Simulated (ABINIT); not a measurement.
CuCl2:

```xyz
3
Lattice="4.5206 0.0000 0.0000 0.0000 4.5206 0.0000 0.0000 0.0000 4.3177" Properties=species:S:1:pos:R:3 pbc="T T T"
Cu    0.0000    0.0000    0.0000
Cl    0.0000    2.2603    0.0000
Cl    2.2603    0.0000    0.0000
```

Measurements of this composition are mostly on another form, of space group No. 12.

- Program: ABINIT 10.8.3 (patched build)
- Task: relaxation of cell and atoms
- Functional: LDA
- Potentials or basis: JTH PAW LDA v2.0
- Cutoff: 707 eV
- k mesh: 5 × 5 × 5
- Occupations: fermi-dirac, width 0.05 eV
- Spin: no spin polarisation

At the start: pressure -3.3 GPa; volume 29.41 Å³/atom.

Problem. Where does the relaxation end?

Solution. Over 18 steps the energy falls by 37.8 meV/atom and the volume is 23.57 Å³/atom (-19.8 %); space group P4/mmm (No. 123, to 0.05 Å).

The path:
```tsv
step	energy change (eV)	largest force (eV/Å)	pressure (GPa)	volume (Å³)
1	0.0000	0.0000	-3.25	88.24
2	-0.0226	0.0000	-2.82	87.36
3	-0.0763	0.0000	0.31	82.18
4	-0.0784	0.0000	-0.19	82.61
5	-0.0796	0.0000	-0.30	82.38
6	-0.0017	0.0000	-3.21	62.87
7	-0.1024	0.0000	-1.07	75.76
8	0.0299	0.0000	5.35	55.03
9	-0.1043	0.0000	-1.01	75.26
10	-0.1057	0.0000	-0.95	74.87
11	0.1305	0.0000	9.54	53.14
12	-0.1105	0.0000	-0.66	73.11
13	-0.1108	0.0000	-0.60	73.03
14	-0.0765	0.0000	3.32	65.18
15	-0.1123	0.0000	-0.32	72.35
16	-0.1126	0.0000	-0.33	71.99
17	-0.1134	0.0000	-0.04	70.92
18	-0.1134	0.0000	0.00	70.72
```

Final structure:
```
Cu Cl
1.0
     4.39523    0.00000    0.00000
     0.00000    4.39523    0.00000
     0.00000    0.00000    3.66097
Cu Cl
1 2
Direct
  0.00000 0.00000 0.00000
  0.00000 0.50000 0.00000
  0.50000 0.00000 0.00000
```

Caveat: the volume moved by over 15 % at a fixed basis, so the end points are rough; an odd number of electrons without spin polarisation forces a metal; a magnetic or distorted state may lie lower; the run has no spin polarisation, though such a crystal can be magnetic.
